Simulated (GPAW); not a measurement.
# Sn (Immm) in GPAW: a series of runs

Runs on Sn. Level: PBE. Tasks: optical spectrum.

All numbers are computed with GPAW 26.7.0; they aren't measurements. Logs are shortened: lines on timing, memory, paths and dates and some standing lists are left out, and cuts for length are marked. The log counts tension as positive stress, the text compression.

## (1) The structure

It takes space group Immm (No. 71, orthorhombic). The conventional cell has a = 3.383 Å, b = 3.479 Å, c = 4.581 Å, α = 90.00°, β = 90.00°, γ = 90.00°. Sn (site symmetry mmm) is surrounded by 12 Sn at 3.34 to 3.48 Å.

This isn't the form of Sn at room conditions, which is tetragonal (white tin).

## (2) Optical spectrum, PBE

Input file run.py:

```python
from ase.dft.bandgap import bandgap
from ase.io import read, write
from gpaw import GPAW, PW
from gpaw.response.df import DielectricFunction

atoms = read('POSCAR')

calc = GPAW(mode=PW(450),
            xc='PBE',
            kpts={'size': (9, 9, 9), 'gamma': True},
            occupations={'name': 'fermi-dirac', 'width': 0.05},
            nbands=14,
            convergence={'density': 1e-06},
            maxiter=150,
            txt='gpaw.txt')
atoms.calc = calc
energy = atoms.get_potential_energy()
calc.write('gs.gpw')
write('result.traj', atoms)
print(f'Energy: {energy:.6f} eV')
print('Fermi level:', round(calc.get_fermi_level(), 4), 'eV')
print(f'Gap: {bandgap(calc)[0]:.4f} eV, direct: {bandgap(calc, direct=True)[0]:.4f} eV')

dense = calc.fixed_density(kpts={'size': (19, 19, 19), 'gamma': True},
                           nbands=23, convergence={'bands': 17, 'eigenstates': 1e-7},
                           update_fermi_level=True, txt='dense.txt')
dense.write('dense.gpw', mode='all')

df = DielectricFunction('dense.gpw', frequencies={'type': 'nonlinear', 'domega0': 0.05, 'omega2': 10},
                        eta=0.1, ecut=50, nbands=17, rate='eta', txt='df.txt')
for direction in ['x', 'y', 'z']:
    df.get_dielectric_function(xc='RPA', direction=direction, filename=f'df_{direction}.csv')
```

Input file POSCAR:

```
Sn
1.0
   -1.6912936206      1.7393011766      2.2906073406
    1.6912936206     -1.7393011766      2.2906073406
    1.6912936206      1.7393011766     -2.2906073406
Sn
1
Direct
    0.0000000000      0.0000000000      0.0000000000
```

Potentials or basis: GPAW PAW data sets (gpaw-data 1.2.1), pw.

Command:

```console
$ OMP_NUM_THREADS=1 python run.py
```

gpaw.txt:

```text
__  _  _
 | _ |_)|_||  |
 |__||  | ||/\| - 26.7.0

Input parameters:
  mode=PW(ecut=450.00000000000006),
  convergence={'density': 1e-06},
  kpts=MonkhorstPack(size=(9, 9, 9), gamma=True),
  maxiter=150,
  nbands=14,
  occupations=Occupations(name='fermi-dirac', width=0.05),
  xc=XC(name='PBE')

Diagonalizing LCAO Hamiltonian
Converting LCAO to pw mode

       Sn

Atoms  # Å, Bohr magnetons
|   | symbol |        x |        y |        z |    initial magnetic moments |
|---|--------|----------|----------|----------|-----------------------------|
| 0 |     Sn | 0.000000 | 0.000000 | 0.000000 | ( 0.0000,  0.0000,  0.0000) |

Unit cell  # Å
| periodic |         x |         y |         z |  lengths |     angles |
|----------|-----------|-----------|-----------|----------|------------|
|      yes | -1.691294 |  1.739301 |  2.290607 | 3.336544 | 119.084898 |
|      yes |  1.691294 | -1.739301 |  2.290607 | 3.336544 | 117.162588 |
|      yes |  1.691294 |  1.739301 | -2.290607 | 3.336544 |  93.289317 |

Number of symmetries: 8
Symmetry operations  # r_c * U_cc + t_c -> r_c
|   | kind |            matrix            |
|---|------|------------------------------|
| 0 |  σ   |  1, 1, 1,  0, 0,-1,  0,-1, 0 |
| 1 |  E   |  1, 0, 0,  0, 1, 0,  0, 0, 1 |
| 2 |  C2  |  0, 1, 0,  1, 0, 0, -1,-1,-1 |
| 3 |  C2  |  0, 0, 1, -1,-1,-1,  1, 0, 0 |
| 4 |  σ   |  0, 0,-1,  1, 1, 1, -1, 0, 0 |
| 5 |  σ   |  0,-1, 0, -1, 0, 0,  1, 1, 1 |
| 6 |  i   | -1, 0, 0,  0,-1, 0,  0, 0,-1 |
| 7 |  C2  | -1,-1,-1,  0, 0, 1,  0, 1, 0 |

BZ-sampling:
  Number of BZ points: 729
  Number of IBZ points: 125

  Monkhorst-Pack size: [9, 9, 9]
  Monkhorst-Pack shift: [0, 0, 0]

K-points  # in reciprocal-cell coordinates
|     |                                coordinates |     weight |
|-----|--------------------------------------------|------------|
|   0 | (  0.00000000,   0.00000000,   0.00000000) | 0.00137174 |
|   1 | (  0.11111111,  -0.11111111,  -0.11111111) | 0.00274348 |
|   2 | (  0.11111111,  -0.11111111,   0.00000000) | 0.00548697 |
|   3 | (  0.11111111,  -0.11111111,   0.11111111) | 0.00274348 |
|   4 | (  0.11111111,   0.00000000,  -0.11111111) | 0.00548697 |
|   5 | (  0.11111111,   0.00000000,   0.00000000) | 0.00548697 |
|   6 | (  0.11111111,   0.11111111,  -0.11111111) | 0.00274348 |
|   7 | (  0.22222222,  -0.22222222,  -0.22222222) | 0.00274348 |
|   8 | (  0.22222222,  -0.22222222,  -0.11111111) | 0.00548697 |
|   9 | (  0.22222222,  -0.22222222,   0.00000000) | 0.00548697 |
| ... |                                            |            |
| 124 | (  0.44444444,   0.44444444,   0.44444444) | 0.01097394 |

Plane wave coefficients: 594
Cutoff: 450.00000000000006 eV

Spin-components: 1 (collinear spins)
Bands:           14
Projectors:      6
Spin-degeneracy: 2
Datatype:        complex128

Parallelization:
  kpt:    1
  domain: 1
  band:   1

Density:
  Valence electrons: 14.0
  Components: 1
  Grid points: [18 18 18]
  Charge: 0.0  # |e|

Potential:
  Grid points: [18 18 18]

species:
  Sn:
    name:    Tin
    Z:       50.0
    valence: 14
    core:    36
    charge:  0.0  # [|e|]
    compensation charges:
      type: gauss
      rc: 0.38  # [Å]
      lmax: 2
    cutoffs:
      filter: 2.23  # [Å]
      core: 2.35  # [Å]
    projectors
    | kind |    occ | energy [eV] | rcut [Å] |
    |------|--------|-------------|----------|
    |   5s |  2.000 |     -10.538 |    1.201 |
    |   5p |  2.000 |      -3.696 |    1.270 |
    |   4d | 10.000 |     -25.845 |    1.185 |
    |    s |        |      16.674 |    1.201 |
    |    p |        |      23.515 |    1.270 |
    |    d |        |       1.367 |    1.185 |

    Using partial waves for Sn as LCAO basis

Reference energy: -168010.693307  # eV

eigensolver:
  PPCG
  Converge bands: occupied
  niter=2

density mixing:
  MSR1-Mixer
  Pratt-step length: 0.05
  Maximum mixing coefficient: 0.75
  Old densities: 10
  SVD Regularization: 0.005
  Good broyden scale: 1.0
  Trust region scale: 1.0
  Backstep threshold: 4.0
  History deletion threshold: 6.0
  Fourier metric: weight=20.0, sigma=0.015

occupation numbers:
  Fermi-Dirac:
    width: 0.0500  # eV

poisson solver:
  ecut: 3600.0000000000005  # eV

xc functional:
  name: PBE with 2 nearest neighbor stencil

convergence criteria:
- Maximum integral of absolute [dens]ity change: 1e-06 electrons / valence electron
- Maximum [total energy] change in last 3 cyles: 0.0005 eV / valence electron
- Maximum integral of absolute [eigenst]ate change: 4e-08 eV^2 / valence electron
maximum number of iterations: 150

SCF iterations
|iter     | |      energy | eigst |  dens |
|---------|-|-------------|-------|-------|
|iter:   1| |   -3.961853 | -0.28 |       |
|iter:   2| |   -3.961018 | -2.88 | -1.79 |
|iter:   3| |   -3.950053 | -2.95 | -1.82 |
|iter:   4| |   -3.950095 | -4.14 | -2.37 |
|iter:   5| |   -3.950162c| -4.78 | -2.96 |
|iter:   6| |   -3.950167c| -6.22 | -3.95 |
|iter:   7| |   -3.950167c| -7.10 | -4.49 |
|iter:   8| |   -3.950167c| -8.13c| -5.15 |
|iter:   9| |   -3.950167c| -8.65c| -6.08c|

Converged in 9 steps
Energy contributions relative to reference atoms: (reference = -168010.693307)

Energy contributions:
  Kinetic:           5.817430
  Coulomb:          -5.575628
  Zero:              0.041040
  External:          0.000000
  Xc:               -4.230625
  Entropy:          -0.004771
  Spinorbit:         0.000000
  ----------------------------
  Free energy:      -3.952552
  Extrapolated:     -3.950167

dipole moment: (-5.731272, -5.893954, -7.762161)  # |e|*Ang

Fermi level: 7.428
Eigenvalues  # (at kpt = [0.000, 0.000, 0.000])
| band index |      eig [eV] | occ [0-2] |
|------------|---------------|-----------|
|          0 |       -14.183 |     2.000 |
|          1 |       -14.164 |     2.000 |
|          2 |       -14.145 |     2.000 |
|          3 |       -14.110 |     2.000 |
|          4 |       -14.061 |     2.000 |
|          5 |        -3.805 |     2.000 |
|          6 |        14.891 |     0.000 |
|          7 |        15.045 |     0.000 |
|          8 |        15.495 |     0.000 |
|          9 |        18.159 |     0.000 |
|         10 |        18.847 |     0.000 |
|         11 |        19.367 |     0.000 |
|         12 |        19.542 |     0.000 |
|         13 |        21.403 |     0.000 |

No gap
No difference between direct/indirect transitions
# Writing to gs.gpw (mode='')
```

Wall time 8 min (1 thread of Intel Xeon Platinum 8259CL at 2.50GHz (Skylake/Cascade Lake), shared host); peak memory 0.61 GiB.

What came out:

```
Free energy            : -3.9526 eV
Band gap on the k mesh : none (metal or under the smearing width)
```

Dielectric function (mean over the directions given):
| energy (eV) | real part | imaginary part |
| --- | --- | --- |
| 0.88 | -135.96 | 59.24 |
| 1.26 | -62.15 | 34.33 |
| 1.77 | -35.85 | 33.10 |
| 2.30 | -33.18 | 16.67 |
| 2.66 | -25.56 | 13.46 |
| 3.17 | -20.49 | 7.00 |
| 3.69 | -14.81 | 4.49 |
| 4.16 | -11.48 | 2.52 |
| 4.51 | -9.54 | 1.98 |
| 5.01 | -7.48 | 1.31 |
| 5.53 | -5.76 | 1.04 |
| 5.91 | -4.92 | 0.91 |
| 6.39 | -4.04 | 0.79 |
| 6.87 | -3.37 | 0.67 |
| 7.38 | -2.75 | 0.60 |
| 7.81 | -2.34 | 0.52 |
| 8.25 | -1.96 | 0.52 |
| 8.80 | -1.58 | 0.45 |
| 9.18 | -1.42 | 0.48 |
| 9.66 | -1.28 | 0.39 |
| 10.16 | -1.04 | 0.31 |
| 10.67 | -0.85 | 0.25 |
| 11.09 | -0.67 | 0.22 |
| 11.52 | -0.55 | 0.27 |
| 12.08 | -0.46 | 0.21 |
| 12.42 | -0.38 | 0.18 |
| 12.88 | -0.28 | 0.15 |
| 13.48 | -0.13 | 0.13 |
| 13.97 | -0.04 | 0.13 |
| 14.35 | 0.02 | 0.12 |
| 14.86 | 0.08 | 0.11 |
| 15.39 | 0.13 | 0.10 |
| 15.80 | 0.20 | 0.08 |
| 16.36 | 0.27 | 0.08 |
| 16.93 | 0.33 | 0.07 |
| 17.51 | 0.39 | 0.07 |
| 17.96 | 0.43 | 0.05 |
| 18.58 | 0.49 | 0.05 |
| 19.22 | 0.55 | 0.05 |
| 19.87 | 0.61 | 0.05 |

Caveat: the intraband term hangs on this k mesh; the long-wavelength limit can be off by a per cent or two; independent-particle spectra lack excitons.

## (3) Optical spectrum, PBE

This run uses another cell than the first one, of 27.53 Å³/atom, 1.021 times its volume.

run.py is that of step 2.

Input file POSCAR:

```
Sn
1.0
   -1.7032045314      1.7515501800      2.3067389097
    1.7032045314     -1.7515501800      2.3067389097
    1.7032045314      1.7515501800     -2.3067389097
Sn
1
Direct
    0.0000000000      0.0000000000      0.0000000000
```

Potentials or basis: GPAW PAW data sets (gpaw-data 1.2.1), pw.

Command:

```console
$ OMP_NUM_THREADS=1 python run.py
```

gpaw.txt:

```text
__  _  _
 | _ |_)|_||  |
 |__||  | ||/\| - 26.7.0

Input parameters:
  mode=PW(ecut=450.00000000000006),
  convergence={'density': 1e-06},
  kpts=MonkhorstPack(size=(9, 9, 9), gamma=True),
  maxiter=150,
  nbands=14,
  occupations=Occupations(name='fermi-dirac', width=0.05),
  xc=XC(name='PBE')

Diagonalizing LCAO Hamiltonian
Converting LCAO to pw mode

       Sn

Atoms  # Å, Bohr magnetons
|   | symbol |        x |        y |        z |    initial magnetic moments |
|---|--------|----------|----------|----------|-----------------------------|
| 0 |     Sn | 0.000000 | 0.000000 | 0.000000 | ( 0.0000,  0.0000,  0.0000) |

Unit cell  # Å
| periodic |         x |         y |         z |  lengths |     angles |
|----------|-----------|-----------|-----------|----------|------------|
|      yes | -1.703205 |  1.751550 |  2.306739 | 3.360041 | 119.084898 |
|      yes |  1.703205 | -1.751550 |  2.306739 | 3.360041 | 117.162588 |
|      yes |  1.703205 |  1.751550 | -2.306739 | 3.360041 |  93.289317 |

Number of symmetries: 8
Symmetry operations  # r_c * U_cc + t_c -> r_c
|   | kind |            matrix            |
|---|------|------------------------------|
| 0 |  σ   |  1, 1, 1,  0, 0,-1,  0,-1, 0 |
| 1 |  E   |  1, 0, 0,  0, 1, 0,  0, 0, 1 |
| 2 |  C2  |  0, 1, 0,  1, 0, 0, -1,-1,-1 |
| 3 |  C2  |  0, 0, 1, -1,-1,-1,  1, 0, 0 |
| 4 |  σ   |  0, 0,-1,  1, 1, 1, -1, 0, 0 |
| 5 |  σ   |  0,-1, 0, -1, 0, 0,  1, 1, 1 |
| 6 |  i   | -1, 0, 0,  0,-1, 0,  0, 0,-1 |
| 7 |  C2  | -1,-1,-1,  0, 0, 1,  0, 1, 0 |

BZ-sampling:
  Number of BZ points: 729
  Number of IBZ points: 125

  Monkhorst-Pack size: [9, 9, 9]
  Monkhorst-Pack shift: [0, 0, 0]

K-points  # in reciprocal-cell coordinates
|     |                                coordinates |     weight |
|-----|--------------------------------------------|------------|
|   0 | (  0.00000000,   0.00000000,   0.00000000) | 0.00137174 |
|   1 | (  0.11111111,  -0.11111111,  -0.11111111) | 0.00274348 |
|   2 | (  0.11111111,  -0.11111111,   0.00000000) | 0.00548697 |
|   3 | (  0.11111111,  -0.11111111,   0.11111111) | 0.00274348 |
|   4 | (  0.11111111,   0.00000000,  -0.11111111) | 0.00548697 |
|   5 | (  0.11111111,   0.00000000,   0.00000000) | 0.00548697 |
|   6 | (  0.11111111,   0.11111111,  -0.11111111) | 0.00274348 |
|   7 | (  0.22222222,  -0.22222222,  -0.22222222) | 0.00274348 |
|   8 | (  0.22222222,  -0.22222222,  -0.11111111) | 0.00548697 |
|   9 | (  0.22222222,  -0.22222222,   0.00000000) | 0.00548697 |
| ... |                                            |            |
| 124 | (  0.44444444,   0.44444444,   0.44444444) | 0.01097394 |

Plane wave coefficients: 607
Cutoff: 450.00000000000006 eV

Spin-components: 1 (collinear spins)
Bands:           14
Projectors:      6
Spin-degeneracy: 2
Datatype:        complex128

Parallelization:
  kpt:    1
  domain: 1
  band:   1

Density:
  Valence electrons: 14.0
  Components: 1
  Grid points: [18 18 18]
  Charge: 0.0  # |e|

Potential:
  Grid points: [18 18 18]

species:
  Sn:
    name:    Tin
    Z:       50.0
    valence: 14
    core:    36
    charge:  0.0  # [|e|]
    compensation charges:
      type: gauss
      rc: 0.38  # [Å]
      lmax: 2
    cutoffs:
      filter: 2.23  # [Å]
      core: 2.35  # [Å]
    projectors
    | kind |    occ | energy [eV] | rcut [Å] |
    |------|--------|-------------|----------|
    |   5s |  2.000 |     -10.538 |    1.201 |
    |   5p |  2.000 |      -3.696 |    1.270 |
    |   4d | 10.000 |     -25.845 |    1.185 |
    |    s |        |      16.674 |    1.201 |
    |    p |        |      23.515 |    1.270 |
    |    d |        |       1.367 |    1.185 |

    Using partial waves for Sn as LCAO basis

Reference energy: -168010.693307  # eV

eigensolver:
  PPCG
  Converge bands: occupied
  niter=2

density mixing:
  MSR1-Mixer
  Pratt-step length: 0.05
  Maximum mixing coefficient: 0.75
  Old densities: 10
  SVD Regularization: 0.005
  Good broyden scale: 1.0
  Trust region scale: 1.0
  Backstep threshold: 4.0
  History deletion threshold: 6.0
  Fourier metric: weight=20.0, sigma=0.015

occupation numbers:
  Fermi-Dirac:
    width: 0.0500  # eV

poisson solver:
  ecut: 3600.0000000000005  # eV

xc functional:
  name: PBE with 2 nearest neighbor stencil

convergence criteria:
- Maximum integral of absolute [dens]ity change: 1e-06 electrons / valence electron
- Maximum [total energy] change in last 3 cyles: 0.0005 eV / valence electron
- Maximum integral of absolute [eigenst]ate change: 4e-08 eV^2 / valence electron
maximum number of iterations: 150

SCF iterations
|iter     | |      energy | eigst |  dens |
|---------|-|-------------|-------|-------|
|iter:   1| |   -3.966947 | -0.30 |       |
|iter:   2| |   -3.966186 | -2.87 | -1.79 |
|iter:   3| |   -3.955588 | -2.94 | -1.82 |
|iter:   4| |   -3.955656 | -4.26 | -2.38 |
|iter:   5| |   -3.955720c| -4.79 | -2.97 |
|iter:   6| |   -3.955725c| -6.22 | -3.93 |
|iter:   7| |   -3.955726c| -7.18 | -4.51 |
|iter:   8| |   -3.955726c| -8.03c| -5.16 |
|iter:   9| |   -3.955726c| -8.60c| -6.12c|

Converged in 9 steps
Energy contributions relative to reference atoms: (reference = -168010.693307)

Energy contributions:
  Kinetic:           5.144298
  Coulomb:          -5.075501
  Zero:              0.041477
  External:          0.000000
  Xc:               -4.063875
  Entropy:          -0.004249
  Spinorbit:         0.000000
  ----------------------------
  Free energy:      -3.957850
  Extrapolated:     -3.955726

dipole moment: (-5.771458, -5.935281, -7.816587)  # |e|*Ang

Fermi level: 7.179
Eigenvalues  # (at kpt = [0.000, 0.000, 0.000])
| band index |      eig [eV] | occ [0-2] |
|------------|---------------|-----------|
|          0 |       -14.407 |     2.000 |
|          1 |       -14.390 |     2.000 |
|          2 |       -14.372 |     2.000 |
|          3 |       -14.339 |     2.000 |
|          4 |       -14.292 |     2.000 |
|          5 |        -3.889 |     2.000 |
|          6 |        14.485 |     0.000 |
|          7 |        14.639 |     0.000 |
|          8 |        15.071 |     0.000 |
|          9 |        17.893 |     0.000 |
|         10 |        18.485 |     0.000 |
|         11 |        19.001 |     0.000 |
|         12 |        19.169 |     0.000 |
|         13 |        20.909 |     0.000 |

No gap
No difference between direct/indirect transitions
# Writing to gs.gpw (mode='')
```

df.txt:

```text
NonLinearFrequencyDescriptor(from 0.000 to 49.244 eV, 325 points)
NonLinearFrequencyDescriptor(from 0.000 to 49.244 eV, 325 points)

Calculating chi0 body with:
    Ground state adapter containing:
    Number of spins: 1
    Number of kpoints: 6859
    Number of irreducible kpoints: 1000
    Number of completely occupied states: 6
    Number of partially occupied states: 9

    Linear response parametrization:
    q_c: [0.0, 0.0, 0.0]
    Number of frequency points: 325
[... 42 lines left out ...]
    Number of spins: 1
    Number of kpoints: 6859
    Number of irreducible kpoints: 1000
    Number of completely occupied states: 6
    Number of partially occupied states: 9

Symmetries of q_c:
    Direct symmetries (Uq -> q): 8
    Indirect symmetries (TUq -> q): 0
In total 8 allowed symmetries.

Integral kind: intraband
Plasma frequency:
[[10.81-0.j  0.  +0.j  0.  -0.j]
 [ 0.  +0.j 11.45+0.j  0.  -0.j]
 [ 0.  -0.j  0.  -0.j 11.14-0.j]]

Finished calculating chi0
```

It took 8.3 min on 1 thread of Intel Xeon Platinum 8259CL at 2.50GHz (Skylake/Cascade Lake), shared host; peak memory 0.61 GiB.

Results:

| Item | Value |
| --- | --- |
| Free energy | -3.9578 eV |
| Band gap on the k mesh | none (metal or under the smearing width) |

Dielectric function (mean over the directions given):
```
energy (eV)  real part  imaginary part
       0.88    -131.64           55.45
       1.77     -34.34           31.98
       2.79     -23.47           11.90
       3.69     -14.64            4.48
       4.65      -8.64            1.71
       5.68      -5.25            1.00
       6.55      -3.65            0.75
       7.55      -2.51            0.57
       8.52      -1.73            0.45
       9.47      -1.32            0.43
      10.46      -0.90            0.28
      11.31      -0.58            0.29
      12.30      -0.39            0.19
      13.36      -0.14            0.14
      14.22       0.02            0.13
      15.26       0.13            0.10
      16.36       0.28            0.09
      17.36       0.38            0.07
      18.58       0.50            0.05
      19.87       0.62            0.05
```

Caveat: the intraband term hangs on this k mesh; the long-wavelength limit can be off by a per cent or two; independent-particle spectra lack excitons.

(Part 1 of 2 ends here.)
